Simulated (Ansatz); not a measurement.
# BeS under changes of volume

One of the cells (14.261 Å³/atom); the others are scaled copies at fixed shape and fractional positions:

```xyz
2
Lattice="0.0000 2.4250 2.4250 2.4250 0.0000 2.4250 2.4250 2.4250 0.0000" Properties=species:S:1:pos:R:3 pbc="T T T"
S     3.6375    3.6375    3.6375
Be    0.0000    0.0000    0.0000
```

- Program: Ansatz 0.2.0
- Functional: PBEsol
- Dispersion: D4
- Potentials or basis: all-electron LAPW, scalar-relativistic
- Cutoff: 225 eV (chosen from the basis error)
- Basis error allowed: 0.001 eV/atom
- k mesh: 9 × 9 × 9
- Occupations: cold, width 0.025 eV
- Spin: collinear spin, random start
- Starting moments: [1.0, 0.0] μB
- Fixed moment: 1 μB

```tsv
volume (Å³/atom)	energy over the lowest point (meV/atom)	pressure (GPa)
13.405	10.16	4.9
13.690	3.43	2.7
13.975	0.25	1.0
14.261	0.00	-0.6
14.546	2.46	-2.1
14.831	?	?
15.116	14.13	-4.5
```

Task: What does the run at 14.831 Å³/atom give?

Result: Energy over the lowest point 7.21 meV/atom; pressure -3.3 GPa.

Worked out: A Birch-Murnaghan fit of order 3 (a polynomial in V^(-2/3)) to the other rows has its minimum at 14.14 Å³/atom with B0 = V·E''(V) = 78 GPa and B' = 5.4. It gives 7.27 meV/atom at 14.831 Å³/atom, against the run's 7.21, and -dE/dV = -3.3 GPa, against -3.3.

Energies are extrapolated to zero smearing.

Caveats: the total moment is fixed, so each spin has its own Fermi level.
